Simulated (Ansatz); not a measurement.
A run of Ansatz 0.2.0:

The input input.yaml:

```yaml
crystal:
  lattice:
    - [2.4341575853, 0.0, 0.0]
    - [-1.2170787927, 2.1080423057, 0.0]
    - [0.0, 0.0, 3.84193447]
  atoms:
    - { symbol: Fe, position: [0.6666666667, 0.3333333333, 0.75] }
    - { symbol: Fe, position: [0.3333333333, 0.6666666667, 0.25] }
kpoints:
  mp_grid: { grid: [10, 10, 5] }
scf:
  occupations: { method: fermi_dirac, width: 0.05 }
hamiltonian:
  xc: pbesol
  pseudopotentials: { kind: all_electron, lapw: { basis_error: 0.001 } }
  hubbard:
    sites: [{ species: Fe, l: d, u_eff: 4 }]
    double_counting: fll
    projectors: ortho-atomic
output:
  forces: true
  stress: true
  eigenvalues: true
  hubbard: {}
```

Potentials or basis: all-electron LAPW, scalar-relativistic.

Command:

```sh
$ ansatz run input.yaml --threads 2 --pin off --max-ram 6144MiB --backend cpu --events-out ev --progress --plain --runs-dir out
```

Hardware: 2 threads of Arm Neoverse V1 (shared host).

**Question.** Estimate the wall time of this run.

**Answer.** It took 6.7 s on 2 threads of Arm Neoverse V1, with other jobs on the host, peak memory 0.31 GiB. Counts: scf iterations 7, plane waves 287, k points 42, bands 20.
